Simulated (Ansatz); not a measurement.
Runs of Ansatz 0.2.0 on HfO2. The structure is cubic, space group Fm-3m (No. 225). Conventional cell: a = 5.115 Å, b = 5.115 Å, c = 5.115 Å, α = 90.00°, β = 90.00°, γ = 90.00°. Around Hf (site symmetry m-3m) lie 8 O at 2.21 Å. O (site symmetry -43m) has 4 Hf at 2.21 Å as nearest neighbours. Measurements of this composition are mostly on another form, of space group No. 14.

```csv
task,level,U,k mesh,smearing,atoms under strain,hubbard projectors,double counting,points for each segment of the path,mesh quality,gap on the mesh (eV),pressure (GPa)
elastic constants,PBE,-,7 × 7 × 7,fixed,relaxed,-,-,-,not flagged,3.90,-2.5
Born charges and dielectric tensor,PBE,-,9 × 9 × 9,fixed,-,-,-,-,not flagged,3.83,-
phonons,PBEsol,-,7 × 7 × 7,fixed,-,-,-,-,not flagged,(b),-
band structure,PBE0,-,5 × 5 × 5,fermi-dirac 0.05 eV,-,-,-,4,coarse,-,(a)
```

Alike in all rows: potentials or basis Ansatz PAW; no spin polarisation; cell as given; cutoff (eV) 420.

**Question.** Fill in the values left out.

**Answer.** (a) -8.7; (b) 3.78.

Caveats: some runs use coarse meshes; spin-orbit coupling is left out, which moves the levels of the heavy elements; odd divisions of the mesh miss points on the zone boundary, where band edges often lie, so the gap on the mesh can be too wide (some runs); the PAW data sets come from PBE, with cores solved anew for the run's functional, which leaves a small shift of forces and pressure (some runs); the thresholds are loose for stress (some runs).

A k mesh can miss the band edges, and the runs leave out spin-orbit coupling on Hf.
